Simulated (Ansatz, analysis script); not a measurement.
# Stoner picture of a free-standing square Ni monolayer, spacing 2.356 Å, part 2 of 2

Is a free-standing square Ni monolayer, spacing 2.356 Å magnetic, nearly magnetic or plainly paramagnetic? E(M) and M(B) tell.

Ansatz 0.2.0; PBE, PAW set soft_1.

So far. Step 8 (Total moment fixed at 1.071 μB): The energy is -84.9 meV from the state without spin, and the largest site carries 1.07 μB.

## 9. Total moment fixed at 1.5 μB

Level of this step: Ansatz DFT, collinear, total moment fixed by two Fermi levels; PBE, PAW set soft_1; PAW set soft_1 (Ansatz).

File input.yaml:

```yaml
crystal:
  lattice:
    - [2.356, 0.0, 0.0]
    - [0.0, 2.356, 0.0]
    - [0.0, 0.0, 14.0]
  atoms:
    - { symbol: Ni, position: [0.0, 0.0, 0.5], spin: 1.5 }
magnetization:
  spin_polarized: true
  initial_magnetization: 1.5
  spin_locking: { lock_magnetization: hard }
kpoints:
  mp_grid: { grid: [23, 23, 1] }
hamiltonian:
  xc: pbe
  pseudopotentials: { kind: paw, azcp: { folder: soft_1 } }
scf:
  occupations: { method: fermi_dirac, width: 0.1 }
  max_iter: 120
  convergence: { dr2_threshold: 1.0e-08 }
  lower_state_search: "off"
basis:
  ecutwfc: 420.0
```

On the command line:

```
$ ansatz run input.yaml --threads 1 --pin off --max-ram 2560MiB --backend cpu --events-out ev --progress --plain --runs-dir out
```

Numbers of over 12 decimals in the logs are rounded to 6 here.

Output:

```text
[...]
Crystal: 1 atoms, lattice volume = 77.710 Å³
Basis set: ecut = 420 eV, 1499 PW (Γ)
Bands: 14, of which v1, the nominal top of the filled ones, is band 9 counted from 1 (8 counted from 0)
Symmetry: 16 space group operations
[...]
k-points: 78 of 529
[...]
Starting moments: Σ|m| = 1.5 μB on 1 of 1 site
[...]
Magnetization: 1.5000 μB (9.7500 up, 8.2500 down)
Absolute magnetization: 1.5006 μB (∫|ρ↑−ρ↓|, with the PAW one-centre terms)
[...]
Per-site moments (μB) at R_I (Å): [(1.305946, 0.971850)]
Free energy (F): -5837.917433 eV
[...]
Internal energy: -5837.840158 eV  (E = F + TS)
E sigma→0 (E₀):  -5837.878795 eV
Entropy (-TS):   -0.077274 eV (-77.274 meV/atom)
Fermi energy:    -1.497681 (↑ -0.609097, ↓ -2.386265) eV
[...]
[key lines of the parts left out:]
SCF converged after 12 iterations
```

Run time: 8.8 s. Hardware: 1 thread of Arm Neoverse V2, shared host; peak memory 0.37 GiB.

The energy is 162 meV from the state without spin, and the largest site carries 1.31 μB.

The other 3 runs of this kind were made alike; their results stand in the table below.

## 10. No field, tight threshold

A field gives a second route to the same curve. A thousand tesla shift each spin by 58 meV, and the threshold is tightened so that small induced moments are resolved.

input.yaml, the sections that differ from step 9:

```yaml
crystal:
  lattice:
    - [2.356, 0.0, 0.0]
    - [0.0, 2.356, 0.0]
    - [0.0, 0.0, 14.0]
  atoms:
    - { symbol: Ni, position: [0.0, 0.0, 0.5], spin: 0.96 }
magnetization:
  spin_polarized: true
scf:
  occupations: { method: fermi_dirac, width: 0.1 }
  max_iter: 120
  convergence: { dr2_threshold: 1.0e-10 }
  lower_state_search: "off"
# kpoints, hamiltonian, basis: as in step 9
```

Output:

```text
[...]
Crystal: 1 atoms, lattice volume = 77.710 Å³
Basis set: ecut = 420 eV, 1499 PW (Γ)
Bands: 14, of which v1, the nominal top of the filled ones, is band 9 counted from 1 (8 counted from 0)
Symmetry: 16 space group operations
[...]
k-points: 78 of 529
[...]
Starting moments: Σ|m| = 0.96 μB on 1 of 1 site
[...]
SCF converged after 18 iterations
[...]
Magnetization: 0.9319 μB (9.4660 up, 8.5340 down)
Absolute magnetization: 1.0149 μB (∫|ρ↑−ρ↓|, with the PAW one-centre terms)
[...]
Per-site moments (μB) at R_I (Å): [(0.964945, 0.971850)]
Free energy (F): -5838.177109 eV
[...]
Internal energy: -5838.099056 eV  (E = F + TS)
E sigma→0 (E₀):  -5838.138083 eV
Entropy (-TS):   -0.078053 eV (-78.053 meV/atom)
Fermi energy:    -1.839314 eV
[...]
```

It took 10 s on 1 thread; peak memory 0.37 GiB.

The net moment is 0.932 μB a cell.

## 11. Field of 1500 T

input.yaml, as its differences from that of step 10:

```diff
@@ -9,2 +9,3 @@
   spin_polarized: true
+  magnetic_field: 1500.0
 kpoints:
```

Output:

```text
[...]
Crystal: 1 atoms, lattice volume = 77.710 Å³
Basis set: ecut = 420 eV, 1499 PW (Γ)
Bands: 14, of which v1, the nominal top of the filled ones, is band 9 counted from 1 (8 counted from 0)
Symmetry: 16 space group operations
[...]
k-points: 78 of 529
[...]
Starting moments: Σ|m| = 0.96 μB on 1 of 1 site
[...]
SCF converged after 15 iterations
Magnetization: 1.0039 μB (9.5020 up, 8.4980 down)
Absolute magnetization: 1.0654 μB (∫|ρ↑−ρ↓|, with the PAW one-centre terms)
[...]
Per-site moments (μB) at R_I (Å): [(1.022547, 0.971850)]
Free energy (F): -5838.261388 eV
[...]
Internal energy: -5838.185214 eV  (E = F + TS)
E sigma→0 (E₀):  -5838.223301 eV
Entropy (-TS):   -0.076174 eV (-76.174 meV/atom)
Fermi energy:    -1.771931 eV
[...]
```

Elapsed: 8.3 s, on 1 thread; peak memory 0.37 GiB.

The net moment is 1.00 μB a cell.

2 more runs differ from these in the same keys alone and are tabled below.

## 12. The curves

Table of energy less the state without spin by total moment:

```
total moment (μB/cell)  energy less the state without spin (meV/cell)
                 0.000                                              0
                 0.214                                          -10.6
                 0.429                                          -35.9
                 0.643                                          -69.6
                 0.857                                          -95.3
                 1.071                                          -84.9
                 1.286                                           3.48
                 1.500                                            162
```

The field that holds a moment is half the difference of the two Fermi levels over μB.

Table of field that holds the moment by total moment:

| total moment (μB/cell) | field that holds the moment (T) |
| --- | --- |
| 0.214 | -1501 |
| 0.429 | -2502 |
| 0.643 | -2729 |
| 0.857 | -1080 |
| 1.071 | 3705 |
| 1.286 | 10217 |
| 1.500 | 15351 |

The total moment by field:

```
field (T)  total moment (μB/cell)
        0                   0.932
      300                   0.949
      600                   0.965
     1500                    1.00
```

A Landau fit E = a2 M² + a4 M⁴ + a6 M⁶ (meV, μB) and the Stoner form E ≈ M² (1/2N − I/4), with the slope taken at the first fixed moment:

This step gave:

| Quantity | Value |
| --- | --- |
| density of states at the Fermi level, no spin | 4.095 states/eV/cell, both spins, broadened by the smearing |
| Landau coefficients a2, a4, a6 | -241.9, 162.3, -10.04 meV/μB², meV/μB^4, meV/μB^6 |
| r.m.s. miss of the Landau fit | 3.227 meV |
| Stoner parameter I | 1.301 eV, of the cell |
| I·N/2 | 2.663 I N / 2 from the slope at the first moment; over 1: unstable to a moment |

## 13. Results

* state of the free run: ferromagnetic
* net moment of the free run: 0.932 μB
* energy of the free run from the state without spin: -97.8 meV a cell
* lowest of the fixed moments tried: M = 0.857 μB, -95.3 meV
* dM/dB between 0 and 300 T: 0.0569 μB a cell per 1000 T

What this shows: At this level the system is magnetic: the free run keeps 0.965 μB on the largest site. No other order was typed. The free run, at 0.932 μB, lies 97.7 meV under the state without spin and so below every fixed moment tried: the minimum falls between two of them. Among the fixed moments, E(M) falls 95.3 meV below the state without spin and is lowest near 0.857 μB on this grid. I·N/2 = 2.7 is over 1, so the state without spin is unstable to a uniform moment. The field acts on spins alone. The 11 fixed-moment and field runs took 94 s of wall time, added up. Energies are free energies at a smearing of 0.1 eV, and with partly filled levels differences shift, at times strongly, as the smearing goes to zero. The cell was taken as built, with atoms unrelaxed. In doubt: the program's search for lower states was switched off, so a lower magnetic state than those reached may exist.

[Logs and program files are shortened in this print: banners, set-up blocks, solver, clock and traceback lines can be left out without a mark of their own.]

[Logs are printed without paths, hosts, clocks, repeated set-up lines and the standing remarks that a program may print on its own settings, such as how far it seeks lower states.]

[Hosts, paths, dates, database ids (printed as entryN), source tags and the programs' standing remarks are cut or masked in the printed files.]
